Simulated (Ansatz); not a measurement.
# Na: the cost of one run

Program: Ansatz 0.2.0. Level of theory: DFT r2SCAN, scalar-relativistic, plane waves, PAW. These are calculated values, not measurements.

1 further run of the same task is left out (set aside as unsound or not needed).

## (1) The starting structure

Symmetry: P6_3/mmc, No. 194, hexagonal system. Conventional cell: a = 3.767 Å, b = 3.767 Å, c = 6.154 Å, α = 90.00°, β = 90.00°, γ = 120.00°. Around Na (site symmetry -6m2) lie 12 Na at 3.77 Å.

Coordinates:

```
CELL_PARAMETERS angstrom
3.76700 0.00000 0.00000
-1.88350 3.26232 0.00000
0.00000 0.00000 6.15400
ATOMIC_POSITIONS crystal
Na 0.33333 0.66667 0.25000
Na 0.66667 0.33333 0.75000
```

The structure comes from the Crystallography Open Database.

## (2) Functional and cell changed: r2SCAN

What differs from the listed cell: strain xx, yy, zz, yz, xz, xy = +1.1, +1.1, +1.1, +0.0, +0.0, +0.0 %.

input.yaml reads:

```yaml
crystal:
  lattice:
    - [3.8085510186, 0.0, 0.0]
    - [-1.9042755093, 3.2983019337, 0.0]
    - [0.0, 0.0, 6.22187862]
  atoms:
    - { symbol: Na, position: [0.3333333333, 0.6666666667, 0.25] }
    - { symbol: Na, position: [0.6666666667, 0.3333333333, 0.75] }
basis:
  ecutwfc: 500
kpoints:
  mp_grid: { grid: [15, 15, 8] }
hamiltonian:
  xc: r2scan
scf:
  occupations: { method: gaussian, width: 0.1 }
output:
  forces: true
  stress: true
  eigenvalues: true
  populations: true
```

Command:

```console
$ ansatz run input.yaml --threads 1 --pin off --max-ram 1331MiB --backend cpu --events-out ev --progress --plain --runs-dir out
```

**Question.** How long does this run take on 1 thread of an x86-64 CPU, shared host, and how much memory does it need?

About 31 s, with a peak of 0.62 GiB.
